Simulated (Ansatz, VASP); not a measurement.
## Fe in VASP and in Ansatz

INCAR

```
SYSTEM = Fe
ALGO = Normal ; EDIFF = 1E-6
ENCUT = 520 ; GGA = PE
ISIF = 2 ; ISMEAR = -1
ISPIN = 2 ; LASPH = .True.
LCHARG = .False. ; LMAXMIX = 4
LORBIT = 11 ; LREAL = .False.
LWAVE = .False. ; MAGMOM = 3
NBANDS = 14 ; NELM = 150
PREC = Accurate ; SIGMA = 0.05
```

KPOINTS

```
k-points
0
Gamma
  10 10 10
  0 0 0
```

The input POSCAR:

```
Fe
1.0
   -1.4430000000      1.4430000000      1.5007200000
    1.4430000000     -1.4430000000      1.5007200000
    1.4430000000      1.4430000000     -1.5007200000
Fe
1
Direct
    0.0000000000      0.0000000000      0.0000000000
```

File input.yaml:

```yaml
crystal:
  lattice:
    - [-1.443, 1.443, 1.50072]
    - [1.443, -1.443, 1.50072]
    - [1.443, 1.443, -1.50072]
  atoms:
    - { symbol: Fe, position: [0.0, 0.0, 0.0], spin: 3.0 }
hamiltonian:
  xc: pbe
  pseudopotentials: { kind: paw }
magnetization:
  spin_polarized: true
kpoints:
  mp_grid: { grid: [10, 10, 10] }
scf:
  occupations: { method: fermi_dirac, width: 0.05 }
output:
  forces: true
  stress: true
  eigenvalues: true
```

Change from the starting cell: strain = 0.04.

Alike in both runs: task single point; functional PBE; k mesh 10 × 10 × 10; occupations fermi-dirac, width 0.05 eV; collinear spin, ferromagnetic start.

```csv
,VASP,Ansatz
version,VASP 6.6.1,Ansatz 0.2.0
potentials or method,"VASP PAW PBE potentials, release 64 (Fe)",Ansatz PAW
plane-wave cutoff (eV),520,420
valence electrons in the cell,8,16
```

VASP gave:

- gap on the k mesh at the Fermi level (eV): none
- pressure (GPa): -14.0
- largest component of the traceless stress (GPa): 0.85
- net moment per atom (μB): 2.35
- size of the moment on the site where the two differ most (μB): 2.37

Task: Estimate Ansatz's values.

Result: gap on the k mesh at the Fermi level (eV): none; pressure (GPa): -14.5; largest component of the traceless stress (GPa): 1.09; net moment per atom (μB): 2.31; size of the moment on the site where the two differ most (μB): 2.38.

Site moments also hang on the region over which each program counts them. A gap of «none» marks a metal or a gap that the smearing closes. The functional is the same, so the differences come from potentials, cutoffs and numerics. The two sets of potentials don't hold the same shells in valence.
